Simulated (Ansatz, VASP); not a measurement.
## Two plane-wave programs on W

POSCAR

```
W
1.0
    0.0000000000      2.2963360000      2.0300000000
    2.0300000000      0.0000000000      2.0300000000
    2.0300000000      2.2963360000      0.0000000000
W
1
Direct
    0.0000000000      0.0000000000      0.0000000000
```

INCAR.step1

```
SYSTEM = W
  PREC = Accurate
  ENCUT = 520
  ISMEAR = 0
  SIGMA = 0.15
  LREAL = .FALSE.
  LASPH = .TRUE.
  NELM = 80
  NBANDS = 13
  GGA = PE
  ALGO = Normal
  EDIFF = 1E-4
  LWAVE = .TRUE.
  LCHARG = .FALSE.
```

The input INCAR.step2:

```
SYSTEM = W
  PREC = Accurate
  ENCUT = 520
  EDIFF = 1E-6
  ISMEAR = 0
  SIGMA = 0.15
  LREAL = .FALSE.
  LASPH = .TRUE.
  NELM = 80
  ALGO = Normal
  ISIF = 2
  LWAVE = .FALSE.
  LCHARG = .FALSE.
  METAGGA = R2SCAN
  LMIXTAU = .TRUE.
  NBANDS = 13
  ISTART = 1
```

The input KPOINTS:

```
Automatic mesh
0
G
  20 20 20
  0 0 0
```

Input for Ansatz:

```yaml
crystal:
  lattice:
    - [0.0, 2.296336, 2.03]
    - [2.03, 0.0, 2.03]
    - [2.03, 2.296336, 0.0]
  atoms:
    - { symbol: W, position: [0.0, 0.0, 0.0] }
basis:
  ecutwfc: 500
kpoints:
  mp_grid: { grid: [20, 20, 20] }
hamiltonian:
  xc: r2scan
scf:
  occupations: { method: gaussian, width: 0.15 }
output:
  forces: true
  stress: true
  eigenvalues: true
```

Change from the starting cell: strain +0.1312 x Voigt [0, 1, 0, 0, 0, 0], atoms carried along.

Alike in both runs: task single point; functional r2SCAN; k mesh 20 × 20 × 20; occupations gaussian, width 0.15 eV; no spin polarisation.

|  | VASP | Ansatz |
| --- | --- | --- |
| version | VASP 6.6.1 | Ansatz 0.2.0 |
| potentials or method | VASP PAW PBE potentials, release 64 (W_sv) | scalar-relativistic, plane waves, PAW |
| plane-wave cutoff (eV) | 520 | 500 |
| valence electrons in the cell | 14 | 14 |

Ansatz gave:

| Quantity | Value |
| --- | --- |
| gap on the k mesh at the Fermi level (eV) | none |
| pressure (GPa) | -33.9 |
| largest component of the traceless stress (GPa) | 8.39 |

**Question.** Estimate VASP's values.

**Answer.** gap on the k mesh at the Fermi level (eV): none; pressure (GPa): -33.5; largest component of the traceless stress (GPa): 8.39.

A gap of «none» marks a metal or a gap that the smearing closes. The functional is the same, so the differences come from potentials, cutoffs and numerics.

Caveats: the cell as given lies far from equilibrium; so large a pressure means that the cell lies far from this level's equilibrium, or that cutoff or potentials fall short (VASP); the potentials were made for another functional, which shifts forces and pressure (VASP). Spin-orbit coupling is left out, which matters for the levels of W.
